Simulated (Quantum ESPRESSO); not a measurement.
# Rh in Quantum ESPRESSO: the effect of target pressure

Crystal: Rh.

```
Rh
1.0
     0.00000    1.89785    1.89785
     1.89785    0.00000    1.89785
     1.89785    1.89785    0.00000
Rh
1
Direct
  0.00000 0.00000 0.00000
```

Alike in all runs:

| Item | Value |
| --- | --- |
| Program | Quantum ESPRESSO 7.5 |
| Task | phonons |
| Functional | LDA |
| Potentials or basis | GBRV 1.5 LDA |
| Cutoff | 612 eV |
| Density cutoff | 4898 eV |
| k mesh | 10 × 10 × 10 |
| Occupations | cold, width 0.2 eV |
| Spin | no spin polarisation |

Each run relaxes the cell or the atoms first.

```csv
target pressure,relaxed volume (Å³/atom),highest phonon frequency (cm⁻¹)
0 GPa,13.27,264
2 GPa,13.19,268
5 GPa,13.07,275
10 GPa,?,?
15 GPa,12.72,294
```

What does the run with target pressure 10 GPa give?

Relaxed volume 12.89 Å³/atom; highest phonon frequency 285 cm⁻¹.

Worked out: In Murnaghan's law V^(-B') rises as a straight line in P. The other rows fit best with B' = 4.8, V0 = 13.27 Å³/atom and B0 = 319 GPa, which gives 12.89 Å³/atom at 10 GPa, against the run's 12.89. A straight line through the other rows of the highest phonon frequency, of slope 2 cm⁻¹ per GPa, gives 284 cm⁻¹, against the run's 285.

Caveats: the mesh is thin for the phonons of a metal; the cell is more than 3 GPa from zero pressure, which shifts response properties (some runs).

Runs at the PBE level aren't shown here.
